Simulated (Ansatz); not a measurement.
# TiSi2 in Ansatz: the effect of target pressure

TiSi2:

```
Ti Si
1.0
     1.76511   -6.75928    0.00000
     1.76511    6.75928    0.00000
     0.00000    0.00000    3.56517
Ti Si
2 4
Direct
  0.10312 0.89688 0.25000
  0.89688 0.10312 0.75000
  0.75031 0.24969 0.25000
  0.24969 0.75031 0.75000
  0.44175 0.55825 0.25000
  0.55825 0.44175 0.75000
```

The cell comes from a database or a generator and needn't be the stable form of this composition.

Alike in all runs:

| Property | Result |
| --- | --- |
| Program | Ansatz 0.2.0 |
| Task | relaxation of cell and atoms |
| Functional | r2SCAN |
| Potentials or basis | Ansatz PAW |
| Cutoff | 500 eV (not typed: the program's choice for these potentials) |
| k mesh | 8 × 8 × 8 |
| Occupations | fermi-dirac, width 0.05 eV |
| Spin | no spin polarisation |

Each run relaxes the cell or the atoms first.

One run gave: relaxed volume 12.04 Å³/atom. Which target pressure did it use?
A. 2 GPa
B. 10 GPa
C. 0 GPa
D. 30 GPa
E. 20 GPa

D.

```tsv
target pressure	relaxed volume (Å³/atom)
0 GPa	14.16
2 GPa	13.95
5 GPa	13.66
10 GPa	13.25
20 GPa	12.57
30 GPa	12.04
```

Caveats: the plane-wave basis is chosen anew once the cell has moved, so the energies of steps on either side of that aren't comparable; the PAW data sets come from PBE, with cores solved anew for the run's functional, which leaves a small shift of forces and pressure; the volume moved by over 15 % at a fixed basis, so the end points are rough (some runs).
